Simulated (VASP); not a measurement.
Ir: single point with PBE

Crystal: Ir.

```
Ir
1.0
     0.00000    1.99377    1.99377
     1.99377    0.00000    1.99377
     1.99377    1.99377    0.00000
Ir
1
Cartesian
  0.0000 0.0000 0.0000
```

The cell isn't the ideal one: a relaxed cell with its volume scaled by 1.09.

```yaml
Program: VASP 6.6.1
Task: single point
Functional: PBE
Potentials_or_basis: VASP PAW PBE potentials, release 64 (Ir)
Cutoff: 520 eV
k_mesh: 18 × 18 × 18
Occupations: gaussian, width 0.1 eV
Spin: no spin polarisation
```

```json
{
  "Pressure": "-24.4 GPa",
  "Band gap on the k mesh": "none (metal or under the smearing width)"
}
```

Levels at points of the mesh, in eV from the Fermi level:
```tsv
k point	band 1	band 2	band 3	band 4	band 5	band 6	band 7	band 8
(0.00, 0.00, 0.00)	-9.95	-3.28	-3.28	-3.28	-1.04	-1.04	14.48	19.40
(0.50, 0.00, 0.00)	-6.98	-3.35	-3.35	-0.46	0.69	0.69	6.16	14.00
(0.50, 0.50, 0.00)	-6.70	-6.20	0.66	1.17	1.17	1.73	9.03	11.17
```

Wall time 10 s on 1 thread of Intel(R) Xeon(R) 6975P-C (Granite Rapids), with other jobs on the host, peak memory 0.17 GiB.

Caveat: so large a pressure means that the cell lies far from this level's equilibrium, or that cutoff or potentials fall short. Spin-orbit coupling is left out, which matters for the levels of Ir.
